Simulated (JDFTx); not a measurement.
Crystal: BN.

```
CELL_PARAMETERS angstrom
0.00000 1.81300 1.81300
1.81300 0.00000 1.81300
1.81300 1.81300 0.00000
ATOMIC_POSITIONS crystal
N 0.25000 0.25000 0.25000
B 0.00000 0.00000 0.00000
```

The cell is a database's computed one.

Program: JDFTx 1.7.0 (patched build). Alike in all runs: no spin polarisation; cell as given; k mesh 13 × 13 × 13; smearing fermi-dirac 0.05 eV. Hardware: 1 thread of Intel(R) Xeon(R) 6975P-C (Granite Rapids) (shared host).

Task: Order these runs on this cell by their wall time, lowest first.
A. task band structure; level LDA; potentials or basis PseudoDojo-SR-LDA-0.4.1-standard; cutoff (eV) 1143; max SCF steps 30; SCF threshold on the energy 1e-06 Ha; solver of the electrons minimize; further solve for the empty bands no; band ratio of the Davidson solver 1.3
B. task single point; level BLYP; potentials or basis PseudoDojo-SR-PBE-0.5-standard; cutoff (eV) 1143; max SCF steps 100; SCF threshold on the energy 1e-09 Ha; solver of the electrons scf; further solve for the empty bands yes
C. task single point; level SCAN; potentials or basis SG15-PBE-1.2; cutoff (eV) 1088; max SCF steps 100; SCF threshold on the energy 1e-09 Ha; solver of the electrons scf; further solve for the empty bands yes
D. task band structure; level SCAN; potentials or basis SG15-PBE-1.2; cutoff (eV) 1088; max SCF steps 30; SCF threshold on the energy 1e-06 Ha; solver of the electrons minimize; further solve for the empty bands no; band ratio of the Davidson solver 1.3

Result: A (2.7 s), D (6.8 s), B (15 s), C (42 s).
